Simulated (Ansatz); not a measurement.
Si2Mo:

```
CELL_PARAMETERS angstrom
-1.60000 1.60000 3.93050
1.60000 -1.60000 3.93050
1.60000 1.60000 -3.93050
ATOMIC_POSITIONS crystal
Mo 0.00000 0.00000 0.00000
Si 0.66700 0.66700 0.00000
Si 0.33300 0.33300 0.00000
```

Base run:

```yaml
Program: Ansatz 0.2.0
Functional: PBE
Potentials_or_basis: Ansatz PAW
Cutoff: "420 eV (not typed: the program's choice for these potentials)"
k_mesh: 12 × 12 × 12
Occupations: fermi-dirac, width 0.05 eV
Spin: no spin polarisation
Hubbard_terms: Mo d U = 3 eV
```

Its results: band gap on the k mesh none (metal or under the smearing width); pressure 1.5 GPa; largest force 0.482 eV/Å.

**Question.** The run is repeated on the same cell with these changes: hubbard terms from Mo d U = 3 eV to Mo d U = 1 eV. What comes out?

**Answer.** Band gap on the k mesh none (metal or under the smearing width); pressure 2.0 GPa; largest force 0.336 eV/Å.

Caveats: U without spin polarisation on a metal has little footing; the U is typed as a test and isn't derived for this compound; the density of states is complete only up to the lowest level of the last band computed.
